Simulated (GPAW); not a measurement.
# Nb (Im-3m) in GPAW: a series of runs

Runs on Nb. Level: PBEsol. Tasks: band structure.

Everything below comes from runs of GPAW 26.7.0. Logs are shortened: lines on timing, memory, paths and dates and some standing lists are left out, and cuts for length are marked. The log counts tension as positive stress, the text compression.

## (1) The structure

It takes space group Im-3m (No. 229, cubic). Conventional cell: a = 3.328 Å, b = 3.328 Å, c = 3.328 Å, α = 90.00°, β = 90.00°, γ = 90.00°. Nb (site symmetry m-3m) has 8 Nb at 2.88 Å as nearest neighbours.

## (2) Band structure, PBEsol

run.py

```python
from ase import Atoms
from ase.dft.bandgap import bandgap
from ase.io import write
from ase.units import GPa
from gpaw import GPAW, PW, setup_paths

setup_paths.insert(0, '.')

atoms = Atoms(['Nb'],
              cell=[[-1.66395, 1.66395, 1.66395],
                    [1.66395, -1.66395, 1.66395],
                    [1.66395, 1.66395, -1.66395]],
              scaled_positions=[[0.0, 0.0, 0.0]],
              pbc=True)

calc = GPAW(mode=PW(600),
            xc='PBEsol',
            kpts={'size': (11, 11, 11), 'gamma': True},
            occupations={'name': 'fermi-dirac', 'width': 0.05},
            nbands=15,
            convergence={'density': 1e-05, 'energy': 1e-05},
            maxiter=150,
            txt='gpaw.txt')
atoms.calc = calc
energy = atoms.get_potential_energy()
forces = atoms.get_forces()
stress = atoms.get_stress()
calc.write('gs.gpw')
write('result.traj', atoms)
print(f'Energy: {energy:.6f} eV')
print('Forces (eV/A):')
print(forces.round(4))
print('Stress (GPa):', (stress / GPa).round(3))
print('Fermi level:', round(calc.get_fermi_level(), 4), 'eV')
print(f'Gap: {bandgap(calc)[0]:.4f} eV, direct: {bandgap(calc, direct=True)[0]:.4f} eV')

path = atoms.cell.bandpath('GHNGPH,PN', npoints=80, eps=1e-4)
bs_calc = calc.fixed_density(kpts=path, symmetry='off', nbands=23,
                             convergence={'bands': 'CBM+6.0', 'eigenstates': 1e-6}, txt='bands.txt')
bs = bs_calc.band_structure()
bs.write('bs.json')
print(f'Gap on the path: {bandgap(bs_calc)[0]:.4f} eV')
```

Potentials or basis: PAW data sets generated in the run's folder for this functional, pw.

Run with:

```
$ gpaw-setup -f PBEsol Nb
$ OMP_NUM_THREADS=1 python run.py
```

gpaw.txt:

```text
__  _  _
 | _ |_)|_||  |
 |__||  | ||/\| - 26.7.0

Input parameters:
  mode=PW(ecut=600.0),
  convergence={'density': 1e-05, 'energy': 1e-05},
  kpts=MonkhorstPack(size=(11, 11, 11), gamma=True),
  maxiter=150,
  nbands=15,
  occupations=Occupations(name='fermi-dirac', width=0.05),
  xc=XC(name='PBEsol')

Diagonalizing LCAO Hamiltonian
Converting LCAO to pw mode

       Nb

Atoms  # Å, Bohr magnetons
|   | symbol |        x |        y |        z |    initial magnetic moments |
|---|--------|----------|----------|----------|-----------------------------|
| 0 |     Nb | 0.000000 | 0.000000 | 0.000000 | ( 0.0000,  0.0000,  0.0000) |

Unit cell  # Å
| periodic |         x |         y |         z |  lengths |     angles |
|----------|-----------|-----------|-----------|----------|------------|
|      yes | -1.663950 |  1.663950 |  1.663950 | 2.882046 | 109.471221 |
|      yes |  1.663950 | -1.663950 |  1.663950 | 2.882046 | 109.471221 |
|      yes |  1.663950 |  1.663950 | -1.663950 | 2.882046 | 109.471221 |

Number of symmetries: 48
Symmetry operations  # r_c * U_cc + t_c -> r_c
|    | kind |            matrix            |
|----|------|------------------------------|
|  0 |  σ   |  1, 1, 1,  0, 0,-1,  0,-1, 0 |
|  1 |  C4  |  1, 1, 1,  0, 0,-1, -1, 0, 0 |
|  2 |  C2  |  1, 1, 1,  0,-1, 0,  0, 0,-1 |
|  3 |  S6  |  1, 1, 1,  0,-1, 0, -1, 0, 0 |
|  4 |  S6  |  1, 1, 1, -1, 0, 0,  0, 0,-1 |
|  5 |  C4  |  1, 1, 1, -1, 0, 0,  0,-1, 0 |
|  6 |  E   |  1, 0, 0,  0, 1, 0,  0, 0, 1 |
|  7 |  σ   |  1, 0, 0,  0, 1, 0, -1,-1,-1 |
|  8 |  σ   |  1, 0, 0,  0, 0, 1,  0, 1, 0 |
|  9 |  C3  |  1, 0, 0,  0, 0, 1, -1,-1,-1 |
| 10 |  C3  |  1, 0, 0, -1,-1,-1,  0, 1, 0 |
| 11 |  σ   |  1, 0, 0, -1,-1,-1,  0, 0, 1 |
| 12 |  σ   |  0, 1, 0,  1, 0, 0,  0, 0, 1 |
| 13 |  C2  |  0, 1, 0,  1, 0, 0, -1,-1,-1 |
| 14 |  C3  |  0, 1, 0,  0, 0, 1,  1, 0, 0 |
| 15 |  S4  |  0, 1, 0,  0, 0, 1, -1,-1,-1 |
| 16 |  S4  |  0, 1, 0, -1,-1,-1,  1, 0, 0 |
| 17 |  C3  |  0, 1, 0, -1,-1,-1,  0, 0, 1 |
| 18 |  C3  |  0, 0, 1,  1, 0, 0,  0, 1, 0 |
| 19 |  S4  |  0, 0, 1,  1, 0, 0, -1,-1,-1 |
| 20 |  σ   |  0, 0, 1,  0, 1, 0,  1, 0, 0 |
| 21 |  C3  |  0, 0, 1,  0, 1, 0, -1,-1,-1 |
| 22 |  C2  |  0, 0, 1, -1,-1,-1,  1, 0, 0 |
| 23 |  S4  |  0, 0, 1, -1,-1,-1,  0, 1, 0 |
| 24 |  C4  |  0, 0,-1,  1, 1, 1,  0,-1, 0 |
| 25 |  σ   |  0, 0,-1,  1, 1, 1, -1, 0, 0 |
| 26 |  S6  |  0, 0,-1,  0,-1, 0,  1, 1, 1 |
| 27 |  C2  |  0, 0,-1,  0,-1, 0, -1, 0, 0 |
| 28 |  C4  |  0, 0,-1, -1, 0, 0,  1, 1, 1 |
| 29 |  S6  |  0, 0,-1, -1, 0, 0,  0,-1, 0 |
| 30 |  S6  |  0,-1, 0,  1, 1, 1,  0, 0,-1 |
| 31 |  C4  |  0,-1, 0,  1, 1, 1, -1, 0, 0 |
| 32 |  C4  |  0,-1, 0,  0, 0,-1,  1, 1, 1 |
| 33 |  S6  |  0,-1, 0,  0, 0,-1, -1, 0, 0 |
| 34 |  σ   |  0,-1, 0, -1, 0, 0,  1, 1, 1 |
| 35 |  C2  |  0,-1, 0, -1, 0, 0,  0, 0,-1 |
| 36 |  C2  | -1, 0, 0,  1, 1, 1,  0, 0,-1 |
| 37 |  S6  | -1, 0, 0,  1, 1, 1,  0,-1, 0 |
| 38 |  S6  | -1, 0, 0,  0, 0,-1,  1, 1, 1 |
| 39 |  C2  | -1, 0, 0,  0, 0,-1,  0,-1, 0 |
| 40 |  C2  | -1, 0, 0,  0,-1, 0,  1, 1, 1 |
| 41 |  i   | -1, 0, 0,  0,-1, 0,  0, 0,-1 |
| 42 |  S4  | -1,-1,-1,  1, 0, 0,  0, 1, 0 |
| 43 |  C3  | -1,-1,-1,  1, 0, 0,  0, 0, 1 |
| 44 |  C3  | -1,-1,-1,  0, 1, 0,  1, 0, 0 |
| 45 |  σ   | -1,-1,-1,  0, 1, 0,  0, 0, 1 |
| 46 |  S4  | -1,-1,-1,  0, 0, 1,  1, 0, 0 |
| 47 |  C2  | -1,-1,-1,  0, 0, 1,  0, 1, 0 |

BZ-sampling:
  Number of BZ points: 1331
  Number of IBZ points: 56

  Monkhorst-Pack size: [11, 11, 11]
  Monkhorst-Pack shift: [0, 0, 0]

K-points  # in reciprocal-cell coordinates
|     |                                coordinates |     weight |
|-----|--------------------------------------------|------------|
|   0 | (  0.00000000,   0.00000000,   0.00000000) | 0.00075131 |
|   1 | (  0.09090909,   0.00000000,   0.00000000) | 0.00901578 |
|   2 | (  0.09090909,   0.09090909,  -0.09090909) | 0.00450789 |
|   3 | (  0.18181818,   0.00000000,  -0.09090909) | 0.01803156 |
|   4 | (  0.18181818,   0.00000000,   0.00000000) | 0.00901578 |
|   5 | (  0.18181818,   0.09090909,  -0.09090909) | 0.01803156 |
|   6 | (  0.18181818,   0.18181818,  -0.18181818) | 0.00450789 |
|   7 | (  0.27272727,  -0.09090909,  -0.09090909) | 0.00601052 |
|   8 | (  0.27272727,   0.00000000,  -0.09090909) | 0.03606311 |
|   9 | (  0.27272727,   0.00000000,   0.00000000) | 0.00901578 |
| ... |                                            |            |
|  55 | (  0.45454545,   0.45454545,   0.45454545) | 0.00601052 |

Plane wave coefficients: 629
Cutoff: 600.0 eV

Spin-components: 1 (collinear spins)
Bands:           15
Projectors:      6
Spin-degeneracy: 2
Datatype:        complex128

Parallelization:
  kpt:    1
  domain: 1
  band:   1

Density:
  Valence electrons: 13.0
  Components: 1
  Grid points: [18 18 18]
  Charge: 0.0  # |e|

Potential:
  Grid points: [18 18 18]

species:
  Nb:
    name:    Niobium
    Z:       41.0
    valence: 13
    core:    28
    charge:  0.0  # [|e|]
    compensation charges:
      type: gauss
      rc: 0.40  # [Å]
      lmax: 2
    cutoffs:
      filter: 2.35  # [Å]
      core: 1.51  # [Å]
    projectors
    | kind |    occ | energy [eV] | rcut [Å] |
    |------|--------|-------------|----------|
    |   4s |  2.000 |     -58.318 |    1.323 |
    |   5s |  1.000 |      -4.011 |    1.323 |
    |   4p |  6.000 |     -34.497 |    1.323 |
    |   5p |  0.000 |      -1.086 |    1.323 |
    |   4d |  4.000 |      -3.056 |    1.244 |
    |    d |        |      24.155 |    1.244 |

    Using partial waves for Nb as LCAO basis

Reference energy: -103848.611998  # eV

eigensolver:
  PPCG
  Converge bands: occupied
  niter=2

density mixing:
  MSR1-Mixer
  Pratt-step length: 0.05
  Maximum mixing coefficient: 0.75
  Old densities: 10
  SVD Regularization: 0.005
  Good broyden scale: 1.0
  Trust region scale: 1.0
  Backstep threshold: 4.0
  History deletion threshold: 6.0
  Fourier metric: weight=20.0, sigma=0.015

occupation numbers:
  Fermi-Dirac:
    width: 0.0500  # eV

poisson solver:
  ecut: 4800.0  # eV

xc functional:
  name: PBEsol with 2 nearest neighbor stencil

convergence criteria:
- Maximum integral of absolute [dens]ity change: 1e-05 electrons / valence electron
- Maximum [total energy] change in last 3 cyles: 1e-05 eV / valence electron
- Maximum integral of absolute [eigenst]ate change: 4e-08 eV^2 / valence electron
maximum number of iterations: 150

SCF iterations
|iter     | |      energy | eigst |  dens |
|---------|-|-------------|-------|-------|
|iter:   1| |  -11.731568 | +0.01 |       |
|iter:   2| |  -11.615533 | -2.63 | -1.01 |
|iter:   3| |  -11.052747 | -1.51 | -1.04 |
|iter:   4| |  -11.050351 | -3.22 | -1.81 |
|iter:   5| |  -11.050367 | -4.23 | -2.16 |
|iter:   6| |  -11.050365c| -6.36 | -3.53 |
|iter:   7| |  -11.050367c| -7.60c| -3.99 |
|iter:   8| |  -11.050367c| -8.50c| -5.11c|

Converged in 8 steps
Energy contributions relative to reference atoms: (reference = -103848.611998)

Energy contributions:
  Kinetic:          -4.328012
  Coulomb:          -0.706314
  Zero:             -0.046556
  External:          0.000000
  Xc:               -5.962227
  Entropy:          -0.014514
  Spinorbit:         0.000000
  ----------------------------
  Free energy:     -11.057624
  Extrapolated:    -11.050367

dipole moment: (-6.102758, -6.102758, -6.102758)  # |e|*Ang

Fermi level: 10.851
Eigenvalues  # (at kpt = [0.000, 0.000, 0.000])
| band index |      eig [eV] | occ [0-2] |
|------------|---------------|-----------|
|          0 |       -43.426 |     2.000 |
|          1 |       -18.840 |     2.000 |
|          2 |       -18.840 |     2.000 |
|          3 |       -18.840 |     2.000 |
|          4 |         5.006 |     2.000 |
|          5 |        11.259 |     0.001 |
|          6 |        11.259 |     0.001 |
|          7 |        11.259 |     0.001 |
|          8 |        14.076 |     0.000 |
|          9 |        14.076 |     0.000 |
|         10 |        25.245 |     0.000 |
|         11 |        25.245 |     0.000 |
|         12 |        25.245 |     0.000 |
|        ... |               |           |
|         14 |        35.511 |     0.000 |

No gap
No difference between direct/indirect transitions

Forces  # eV/Ang
|        x |        y |       z |
|----------|----------|---------|
| -0.00000 | -0.00000 | 0.00000 |  # Nb   0

Stress tensor  # eV/Ang^3
|        x |         y |         z |
|----------|-----------|-----------|
| 0.052745 |  0.000000 |  0.000000 |
| 0.000000 |  0.052745 | -0.000000 |
| 0.000000 | -0.000000 |  0.052745 |

# Writing to gs.gpw (mode='')
```

It took 42 s on 1 thread of Intel Xeon Platinum 8259CL at 2.50GHz (Skylake/Cascade Lake), shared host; peak memory 0.18 GiB.

Results:

```
Free energy             : -11.0576 eV
Pressure                : -8.5 GPa
Band gap along the path : none (metal or under the smearing width)
```

Levels at the corners of the path, in eV from the Fermi level:
| point | band 4 | band 5 | band 6 | band 7 | band 8 | band 9 |
| --- | --- | --- | --- | --- | --- | --- |
| Γ | -29.69 | -5.85 | 0.41 | 0.41 | 0.41 | 3.22 |
| H | -30.55 | -3.55 | -3.55 | 5.51 | 5.51 | 5.51 |
| N | -29.70 | -3.58 | -1.55 | 2.20 | 3.25 | 3.91 |
| Γ | -29.69 | -5.85 | 0.41 | 0.41 | 0.41 | 3.22 |
| P | -30.33 | -1.04 | -1.04 | -1.04 | 4.04 | 4.04 |
| H | -30.55 | -3.55 | -3.55 | 5.51 | 5.51 | 5.51 |
| P | -30.33 | -1.04 | -1.04 | -1.04 | 4.04 | 4.04 |
| N | -29.70 | -3.58 | -1.55 | 2.20 | 3.25 | 3.91 |

## (3) Band structure, PBEsol, spin-orbit coupling, no magnetisation

run.py: that of step 2 with these lines changed.

```diff
@@ -1 +1,2 @@
+import numpy as np
 from ase import Atoms
@@ -5,2 +6,3 @@
 from gpaw import GPAW, PW, setup_paths
+from gpaw.spinorbit import soc_eigenstates
 
@@ -42 +44,7 @@
 print(f'Gap on the path: {bandgap(bs_calc)[0]:.4f} eV')
+
+soc = soc_eigenstates(bs_calc, theta=0, phi=0)
+np.savetxt('soc_bands.dat', soc.eigenvalues(), fmt='%.4f')
+mesh = soc_eigenstates('gs.gpw', theta=0, phi=0)
+np.savetxt('soc_mesh.dat', mesh.eigenvalues(), fmt='%.4f')
+print('Fermi level with spin-orbit coupling:', round(mesh.fermi_level, 4), 'eV')
```

Potentials or basis: PAW data sets generated in the run's folder for this functional, pw.

Run with:

```
$ gpaw-setup -f PBEsol Nb
$ OMP_NUM_THREADS=1 python run.py
```

Wall time 44 s (1 thread of Intel Xeon Platinum 8259CL at 2.50GHz (Skylake/Cascade Lake), shared host); peak memory 0.23 GiB.

The run converged. Its results:

| Item | Value |
| --- | --- |
| Free energy | -11.0576 eV |
| Pressure | -8.5 GPa |
| Band gap along the path | none (metal or under the smearing width) |

Levels at the corners of the path, in eV from the Fermi level:
| point | band 9 | band 10 | band 11 | band 12 | band 13 | band 14 | band 15 | band 16 |
| --- | --- | --- | --- | --- | --- | --- | --- | --- |
| Γ | -5.84 | -5.84 | 0.37 | 0.37 | 0.37 | 0.37 | 0.48 | 0.48 |
| H | -3.55 | -3.55 | -3.55 | -3.55 | 5.45 | 5.45 | 5.45 | 5.45 |
| N | -3.58 | -3.58 | -1.55 | -1.55 | 2.20 | 2.20 | 3.25 | 3.25 |
| Γ | -5.84 | -5.84 | 0.37 | 0.37 | 0.37 | 0.37 | 0.48 | 0.48 |
| P | -1.15 | -1.15 | -0.99 | -0.99 | -0.99 | -0.99 | 4.04 | 4.04 |
| H | -3.55 | -3.55 | -3.55 | -3.55 | 5.45 | 5.45 | 5.45 | 5.45 |
| P | -1.15 | -1.15 | -0.99 | -0.99 | -0.99 | -0.99 | 4.04 | 4.04 |
| N | -3.58 | -3.58 | -1.55 | -1.55 | 2.20 | 2.20 | 3.25 | 3.25 |

Caveat: spin-orbit coupling was added after a scalar SCF, so levels and gaps hold it while energy, forces, pressure and moments don't; this program's spin-orbit splittings come out too wide for heavy elements.
